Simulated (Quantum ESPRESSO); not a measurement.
**CaO: energy against volume and a worked fit**

```yaml
crystal:
  lattice:
    - [0.00000, 2.40356, 2.40356]
    - [2.40356, 0.00000, 2.40356]
    - [2.40356, 2.40356, 0.00000]
  atoms:
    - { symbol: Ca, position: [0.00000, 0.00000, 0.00000] }
    - { symbol: O, position: [0.50000, 0.50000, 0.50000] }
```

The cell is a database's computed one, not the measured one.

The cell was scaled at fixed shape and fractions and run with Quantum ESPRESSO, PseudoDojo 0.4.1 SR PBE standard, cutoff 1143 eV; PBE+D3(BJ), k mesh 10 × 10 × 10 on the cell of 2 atoms, fermi-dirac occupations of 0.05 eV, no spin polarisation, no spin-orbit coupling. Energies are those that the program minimises, any entropy of the smearing included.

| V (Å³/atom) | energy over the lowest row (meV/atom) |
| --- | --- |
| 13.0524 | 11.269 |
| 13.3301 | 3.359 |
| 13.6078 | 0.000 |
| 13.8855 | 0.711 |
| 14.1632 | 5.087 |
| 14.4410 | ? |
| 14.7187 | 23.354 |

Task: Fit the third-order Birch-Murnaghan form, give V0, B0 and B′, and predict the energy left open.

Result: With y = (V0/V)^(2/3), E = E0 + (9 V0 B0/16) [(y - 1)³ B′ + (y - 1)² (6 - 4y)]. Least squares through the rows shown give V0 = 13.6945 Å³/atom, E0 = -0.196 meV, B0 = 112.0 GPa (1 eV/Å³ = 160.218 GPa) and B′ = 4.35, with a largest miss of 0.010 meV. At V = 14.4410 the form with these constants gives 12.742 meV; the run gave 12.748 meV an atom. Measured volume: 13.91 Å³/atom (a printed reference work), so the fit lies -1.5 % from it. The runs are for a static lattice.
